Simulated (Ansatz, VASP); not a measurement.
**Se: VASP beside Ansatz**

```
Se
1.0
     4.32594    0.00000    0.00000
    -2.16297    3.74637    0.00000
     0.00000    0.00000    4.91623
Se
3
Direct
  0.21700 0.00000 0.16667
  0.00000 0.21700 0.83333
  0.78300 0.78300 0.50000
```

Change from the starting cell: volume scaled by 0.98, crystal datasets.

Alike in both runs: task electric field gradients; functional PBEsol; k mesh 8 × 8 × 6; occupations fermi-dirac, width 0.02 eV; no spin polarisation.

|  | VASP | Ansatz |
| --- | --- | --- |
| version | VASP 6.6.1 | Ansatz 0.2.0 |
| potentials or method | VASP PAW PBE potentials, release 64 (Se), cutoff 520 eV | all-electron PAW with datasets made for the crystal, scalar-relativistic |

VASP gave:

* gap on the k mesh at the Fermi level (eV): 1.07
* pressure (GPa): 4.5
* largest component of the traceless stress (GPa): 2.28
* rms of the force components (eV/Å): 0.767
* Vzz of the field gradient on the site that differs most (V/Å²): -474.4

Which values does Ansatz return?

gap on the k mesh at the Fermi level (eV): 1.10; pressure (GPa): 4.3; largest component of the traceless stress (GPa): 2.15; rms of the force components (eV/Å): 0.727; Vzz of the field gradient on the site that differs most (V/Å²): -498.2.

Atom by atom the forces differ by 0.040 eV/Å (rms over components). Ansatz ran all-electron here, so the differences hold the error of VASP's frozen core and of both bases.

Caveats: the PAW data sets were made with another functional, which shifts forces and pressure a little (VASP). A k mesh can miss the band edges.
